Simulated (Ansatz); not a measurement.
Crystal: HfO2.

```
Hf O
1.0
     4.81353    0.00000    0.00000
     0.00000    4.81353    0.00000
     0.00000    0.00000    3.20542
Hf O
2 4
Direct
  0.50000 0.50000 0.50000
  0.00000 0.00000 0.00000
  0.80504 0.19496 0.50000
  0.69496 0.69496 0.00000
  0.30504 0.30504 0.00000
  0.19496 0.80504 0.50000
```

Measurements of this composition are mostly on another form, of space group No. 14.

- Program: Ansatz 0.2.0
- Task: relaxation of cell and atoms
- Functional: BLYP
- Dispersion: D4
- Potentials or basis: Ansatz PAW
- Cutoff: 420 eV (not typed: the program's choice for these potentials)
- k mesh: 6 × 6 × 8
- Occupations: fermi-dirac, width 0.05 eV
- Spin: no spin polarisation

At the start: volume 12.38 Å³/atom.

Task: How do energy, volume and symmetry change on relaxing?

Result: It ends after 7 steps and the volume is 12.84 Å³/atom (+3.7 %); space group P4_2/mnm (No. 136, to 0.05 Å).

Step by step:
```tsv
step	energy change (eV)	largest force (eV/Å)	volume (Å³)
1	0.0000	0.1479	74.27
2	-0.0487	0.0204	77.47
3	-0.0541	0.0065	76.94
4	-0.0543	0.0075	76.91
5	-0.0715	0.0081	76.91
6	-0.0709	0.0000	77.05
7	-0.0716	0.0002	77.05
```

Final structure:
```
Hf O
1.0
     4.87512    0.00000    0.00000
     0.00000    4.87512    0.00000
     0.00000    0.00000    3.24192
Hf O
2 4
Direct
  0.50000 0.50000 0.50000
  0.00000 0.00000 0.00000
  0.80481 0.19519 0.50000
  0.69519 0.69519 0.00000
  0.30481 0.30481 0.00000
  0.19519 0.80481 0.50000
```

Caveat: the plane-wave basis is chosen anew once the cell has moved, so the energies of steps on either side of that aren't comparable; the pressure holds a Pulay correction of +0.9 GPa for the finite cutoff; the PAW data sets come from PBE, with cores solved anew for the run's functional, which leaves a small shift of forces and pressure.
